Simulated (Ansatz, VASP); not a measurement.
# MgB2 in VASP and in Ansatz

```
Mg B
1.0
     3.02202    0.00000    0.00000
    -1.51101    2.61715    0.00000
     0.00000    0.00000    3.45108
Mg B
1 2
Direct
  0.00000 0.00000 0.00000
  0.33333 0.66667 0.50000
  0.66667 0.33333 0.50000
```

Change from the starting cell: volume scaled by 0.94, crystal datasets.

Alike in both runs: task electric field gradients; functional LDA; k mesh 15 × 15 × 12; occupations fermi-dirac, width 0.05 eV; no spin polarisation.

```csv
,VASP,Ansatz
version,VASP 6.6.1,Ansatz 0.2.0
potentials or method,"VASP PAW LDA potentials, release 64 (Mg, B), cutoff 520 eV","all-electron PAW with datasets made for the crystal, scalar-relativistic"
```

```tsv
	VASP	Ansatz	Ansatz less VASP
pressure (GPa)	1.3	1.9	+0.60
largest component of the traceless stress (GPa)	0.88	0.78	-0.102
Vzz of the field gradient on the site that differs most (V/Å²)	19.9	17.7	-2.18
```

Ansatz ran all-electron here, so the differences hold the error of VASP's frozen core and of both bases.
